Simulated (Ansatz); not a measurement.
Crystal: HfB2.

```
CELL_PARAMETERS angstrom
3.14000 0.00000 0.00000
-1.57000 2.71932 0.00000
0.00000 0.00000 3.48000
ATOMIC_POSITIONS crystal
Hf 0.00000 0.00000 0.00000
B 0.66667 0.33333 0.50000
B 0.33333 0.66667 0.50000
```

* Program: Ansatz 0.2.0
* Task: relaxation of cell and atoms
* Functional: PBE
* Potentials or basis: Ansatz PAW
* Cutoff: 420 eV (not typed: the program's choice for these potentials)
* k mesh: 10 × 10 × 8
* Occupations: fermi-dirac, width 0.05 eV
* Spin: no spin polarisation
* Hubbard terms: Hf d U = 8 eV

At the start: volume 9.90 Å³/atom.

Question: How do energy, volume and symmetry change on relaxing?

Answer: It ends after 7 steps and the volume is 10.38 Å³/atom (+4.8 %); space group P6/mmm (No. 191, to 0.05 Å).

Step by step:
| step | energy change (eV) | largest force (eV/Å) | volume (Å³) |
| --- | --- | --- | --- |
| 1 | 0.0000 | 0.0000 | 29.71 |
| 2 | -0.0496 | 0.0000 | 31.50 |
| 3 | -0.0557 | 0.0000 | 31.20 |
| 4 | -0.0559 | 0.0000 | 31.12 |
| 5 | -0.0580 | 0.0000 | 31.12 |
| 6 | -0.0580 | 0.0000 | 31.13 |
| 7 | -0.0580 | 0.0000 | 31.13 |

Final structure:
```xyz
3
Lattice="3.1590 0.0000 0.0000 -1.5795 2.7357 0.0000 0.0000 0.0000 3.6026" Properties=species:S:1:pos:R:3 pbc="T T T"
Hf    0.0000    0.0000    0.0000
B     1.5795    0.9119    1.8013
B     0.0000    1.8238    1.8013
```

Caveat: the plane-wave basis is chosen anew once the cell has moved, so the energies of steps on either side of that aren't comparable; U without spin polarisation on a metal has little footing; the U is typed as a test and isn't derived for this compound.
